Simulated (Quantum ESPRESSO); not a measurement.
Runs of Quantum ESPRESSO 7.5 on MgTe. The cell holds a slab with vacuum, 6 atoms: a = 4.571 Å, b = 4.571 Å, c = 23.397 Å, α = 90.00°, β = 90.00°, γ = 120.00°. 

```csv
level,form of the LDA correlation,gap on the mesh (eV),largest force (eV/Å),work function (eV)
LDA,PZ81,none,0.75,(b)
RPBE,-,none,0.85,2.44
PBE,-,none,0.81,2.53
revPBE,-,none,(a),2.43
AM05,-,none,0.81,2.44
PBEsol,-,none,0.77,(c)
PW91,-,none,0.82,2.55
```

Alike in all rows: task work function; potentials or basis SG15 PBE 1.2; no spin polarisation; cell as given; k mesh 5 × 5 × 1; cutoff (eV) 952; smearing fermi-dirac 0.05 eV.

Problem. Fill in the values left out.

Solution. (a) 0.84; (b) 2.71; (c) 2.57.

Caveats: the potentials were made for another functional, which shifts forces and pressure (some runs).

A k mesh can miss the band edges, and the runs leave out spin-orbit coupling on Te.

A gap of «none» marks a metal or a gap under the smearing width.
